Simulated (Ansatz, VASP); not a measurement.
This is a calculation of InAs for VASP 6.6.1.

The input run.py:

```python
from ase import Atoms
from ase.calculators.vasp import Vasp
from ase.dft.bandgap import bandgap

atoms = Atoms(
    ['In', 'As'],
    cell=[[0.0, 3.018, 3.018], [3.018, 0.0, 3.018], [3.018, 3.018, 0.0]],
    scaled_positions=[[0.0, 0.0, 0.0], [0.75, 0.75, 0.75]],
    pbc=True,
)
calc = Vasp(
    directory='calc',
    xc='pbesol',
    pp='PBE',
    setups='materialsproject',
    prec='Accurate',
    encut=520,
    ediff=1e-07,
    ismear=0,
    sigma=0.05,
    lreal=False,
    lasph=True,
    nelm=60,
    algo='Fast',
    isif=2,
    lwave=False,
    lcharg=False,
    kpts=[8, 8, 8],
    gamma=True,
)
atoms.calc = calc

print('energy (eV):', atoms.get_potential_energy())
print('free energy (eV):', atoms.get_potential_energy(force_consistent=True))
print('forces (eV/A):')
print(atoms.get_forces())
print('stress (eV/A^3, Voigt):', atoms.get_stress())
print('Fermi level (eV):', calc.get_fermi_level())
gap, top, bottom = bandgap(calc)
print('band gap (eV):', gap, 'from (spin, k, band)', top, 'to', bottom)
```

Potentials or basis: VASP PAW PBE potentials, release 64 (In_d, As).

Run with:

```sh
$ python run.py
```

Question: Translate it to Ansatz 0.2.0. Potentials there: Ansatz PAW.

Answer: As run (the cutoff follows the program's own potentials):

Contents of input.yaml:

```yaml
crystal:
  lattice:
    - [0.0, 3.018, 3.018]
    - [3.018, 0.0, 3.018]
    - [3.018, 3.018, 0.0]
  atoms:
    - { symbol: In, position: [0.0, 0.0, 0.0] }
    - { symbol: As, position: [0.75, 0.75, 0.75] }
hamiltonian:
  xc: pbesol
  pseudopotentials: { kind: paw }
kpoints:
  mp_grid: { grid: [8, 8, 8] }
scf:
  occupations: { method: gaussian, width: 0.05 }
output:
  forces: true
  stress: true
  eigenvalues: true
```

Potentials or basis: Ansatz PAW.

Run with:

```sh
$ ansatz run input.yaml --threads 2 --pin off --max-ram 5632MiB --backend cpu --events-out ev --progress --plain --runs-dir out
```

Both were run:

|  | VASP | Ansatz | Ansatz less VASP |
| --- | --- | --- | --- |
| gap on the k mesh at the Fermi level (eV) | none | none | - |
| pressure (GPa) | 1.6 | 1.5 | -0.09 |

A gap of «none» marks a metal or a gap that the smearing closes. The two sets of potentials don't hold the same shells in valence.

Caveats: this crystal is a semiconductor, whose small gap the functional closes, so the metal is an error of the method; the PAW data sets were made with another functional, which shifts forces and pressure a little (VASP); the PAW data sets come from PBE, with cores solved anew for the run's functional, which leaves a small shift of forces and pressure (Ansatz).
